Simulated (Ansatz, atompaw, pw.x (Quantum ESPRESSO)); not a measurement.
## What a changed setting does to a pw.x run (sc W)

Potential: PAW, atompaw 4.2.0.5, PBE; core [Kr] 4d10 4f14, reference 5s2 5p6 5d4 6s2 6p0; waves: 5s (bound): rc 1.20 bohr; 6s (bound): rc 2.55 bohr; 5p (bound): rc 2.25 bohr; 6p (bound, empty): rc 2.55 bohr; 5d (bound): rc 2.55 bohr; 5d channel at 1.09 Ry: rc 2.55 bohr; local part: bessel scheme, radius 1.75 bohr; core correction: smooth core density matched at 2.20 bohr; augmentation: besselshape compensation charge, radius 1.95 bohr; PAW radius 2.55 bohr; waves and projectors: custom polynom vanderbiltortho.

The reference run (k-mesh 12³, cutoffs 100/900 Ry, Fermi–Dirac 0.01 Ry, mixing_beta 0.4, conv_thr 1e-9, no spin) gives -2.54 GPa at 18.539 Å³/atom, where all-electron LAPW gives -2.09 GPa. This run, with its own iteration cap, changes degauss to 0.002.

```
&control
  calculation='scf', prefix='x', pseudo_dir='./', outdir='./tmp', tstress=.true., disk_io='none'
/
&system
  ibrav=0, nat=1, ntyp=1, ecutwfc=100, ecutrho=900, nbnd=15,
  occupations='smearing', smearing='fd', degauss=0.002
/
&electrons
  conv_thr=1e-09, mixing_beta=0.4, electron_maxstep=70
/
ATOMIC_SPECIES
W 1.0 W.UPF
CELL_PARAMETERS angstrom
  2.64664343 0.00000000 0.00000000
  0.00000000 2.64664343 0.00000000
  0.00000000 0.00000000 2.64664343
ATOMIC_POSITIONS crystal
W 0.0000 0.0000 0.0000
K_POINTS automatic
12 12 12 0 0 0
```

```bash
pw.x < W.scf.in > W.scf.out
```

Q: How does the run end?

A: It converges in 8 iterations; the free energy moves by +18.8 meV/atom and the pressure by -0.20 GPa. In a metal, with Fermi–Dirac smearing, F lies below its zero-width value by a term in the square of the width.

```
Message from routine setup:
     using ibrav=0 with symmetry is DISCOURAGED, use correct ibrav instead
     lattice parameter (alat)  =       5.0014  a.u.
     unit-cell volume          =     125.1074 (a.u.)^3
     number of electrons       =        14.00
     number of Kohn-Sham states=           15
     kinetic-energy cutoff     =     100.0000  Ry
     charge density cutoff     =     900.0000  Ry
     scf convergence threshold =      1.0E-09
     Exchange-correlation= SLA PW PBX PBC
     number of k points=    84  Fermi-Dirac smearing, width (Ry)=  0.0020
     iteration #  1     ecut=   100.00 Ry     beta= 0.40
     total energy              =    -760.15546194 Ry
     estimated scf accuracy    <       0.02601597 Ry
     iteration #  2     ecut=   100.00 Ry     beta= 0.40
     total energy              =    -760.15638086 Ry
     estimated scf accuracy    <       0.00499675 Ry
     iteration #  3     ecut=   100.00 Ry     beta= 0.40
     total energy              =    -760.15657709 Ry
     estimated scf accuracy    <       0.00069128 Ry
     [... 2 iterations left out ...]
     iteration #  6     ecut=   100.00 Ry     beta= 0.40
     total energy              =    -760.15659222 Ry
     estimated scf accuracy    <          7.9E-09 Ry
     iteration #  7     ecut=   100.00 Ry     beta= 0.40
     total energy              =    -760.15659222 Ry
     estimated scf accuracy    <          1.1E-09 Ry
     iteration #  8     ecut=   100.00 Ry     beta= 0.40
     the Fermi energy is    18.1674 ev
!    total energy              =    -760.15659222 Ry
     estimated scf accuracy    <          2.9E-11 Ry
     smearing contrib. (-TS)   =      -0.00022376 Ry
     The total energy is F=E-TS. E is the sum of the following terms:
     one-electron contribution =     -22.63484462 Ry
     hartree contribution      =      23.57445034 Ry
     xc contribution           =     -16.01653385 Ry
     ewald contribution        =    -111.19023339 Ry
     one-center paw contrib.   =    -633.88920695 Ry
     convergence has been achieved in   8 iterations
          total   stress  (Ry/bohr**3)                   (kbar)     P=      -27.37
     Message from routine punch:
     Nothing written, as per user request (disk_io='none')
```

The run took about 20 s on one core of a shared host (Intel(R) Xeon(R) 6975P-C, 192 threads, 1512 GiB, load 104).
